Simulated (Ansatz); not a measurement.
**CoO in Ansatz: the effect of functional**

Crystal: CoO.

```
Co O
1.0
     1.59147    0.91883    2.54925
    -1.59147    0.91883    2.54925
     0.00000   -1.83767    2.54925
Co O
1 1
Direct
  0.99898 0.99898 0.99898
  0.75102 0.75102 0.75102
```

Measurements of this composition are mostly on another form, of space group No. 225.

The cell isn't the ideal one: volume scaled by 0.98.

Alike in all runs:

```yaml
Program: Ansatz 0.2.0
Task: single point
Potentials_or_basis: Ansatz PAW
k_mesh: 10 × 10 × 10
Occupations: fermi-dirac, width 0.05 eV
Spin: collinear spin, ferromagnetic start
Starting_moments: "[2.0, 0.0] μB"
```

Q: One run gave: pressure 7.2 GPa; moment 2.98 μB. Which functional did it use?
A. r2SCAN
B. PBE
C. PBEsol
D. LDA

A: A.

```csv
functional,cutoff,pressure (GPa),moment (μB)
LDA,420 eV (not typed: the program's choice for these potentials),-14.4,2.50
PBE,420 eV (not typed: the program's choice for these potentials),2.2,2.67
PBEsol,420 eV (not typed: the program's choice for these potentials),-5.9,2.69
r2SCAN,500 eV (not typed: the program's choice for these potentials),7.2,2.98
```

Caveats: a cell with one magnetic atom can't hold antiferromagnetic order, which such compounds often take; the PAW data sets come from PBE, with cores solved anew for the run's functional, which leaves a small shift of forces and pressure (some runs); the magnetic or orbital state may not be the lowest (some runs).
